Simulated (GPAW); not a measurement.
A run of GPAW 26.7.0 is set up as follows.

File run.py:

```python
from ase.dft.bandgap import bandgap
from ase.io import read, write
from ase.units import GPa
from gpaw import GPAW, PW, setup_paths

setup_paths.insert(0, '.')

atoms = read('Sn.xyz')

calc = GPAW(mode=PW(600),
            xc='BLYP',
            kpts={'size': (9, 9, 9), 'gamma': True},
            occupations={'name': 'fermi-dirac', 'width': 0.05},
            nbands=24,
            convergence={'density': 1e-05, 'energy': 1e-05},
            eigensolver='davidson',
            maxiter=150,
            txt='gpaw.txt')
atoms.calc = calc
energy = atoms.get_potential_energy()
forces = atoms.get_forces()
stress = atoms.get_stress()
calc.write('gs.gpw')
write('result.traj', atoms)
print(f'Energy: {energy:.6f} eV')
print('Forces (eV/A):')
print(forces.round(4))
print('Stress (GPa):', (stress / GPa).round(3))
print('Fermi level:', round(calc.get_fermi_level(), 4), 'eV')
print(f'Gap: {bandgap(calc)[0]:.4f} eV, direct: {bandgap(calc, direct=True)[0]:.4f} eV')

path = atoms.cell.bandpath('GXMGZPNZ1M,XP', npoints=60, eps=1e-4)
bs_calc = calc.fixed_density(kpts=path, symmetry='off', nbands=37,
                             convergence={'bands': 'CBM+6.0', 'eigenstates': 1e-6}, txt='bands.txt')
bs = bs_calc.band_structure()
bs.write('bs.json')
print(f'Gap on the path: {bandgap(bs_calc)[0]:.4f} eV')
```

Sn.xyz

```xyz
2
Lattice="-2.9401404553 2.9401404553 1.5993019889 2.9401404553 -2.9401404553 1.5993019889 2.9401404553 2.9401404553 -1.5993019889" Properties=species:S:1:pos:R:3 pbc="T T T"
Sn     0.0000000000      0.0000000000      0.0000000000
Sn     0.0000000000      2.9401404553      0.7996509944
```

Potentials or basis: PAW data sets generated in the run's folder for this functional, pw.

Command:

```sh
$ gpaw-setup -f BLYP Sn
$ OMP_NUM_THREADS=1 python run.py
```

Problem. What does it give for the pressure?

Solution. 5.4 GPa.

Problem. Estimate the band gap along the path.

Solution. None (metal or under the smearing width).

Stress tensor (GPa, compression positive):
```
5.58 0.00 0.00
0.00 5.58 0.00
0.00 0.00 5.17
```

Caveat: spin-orbit coupling is left out, which moves the levels of the heavy elements.
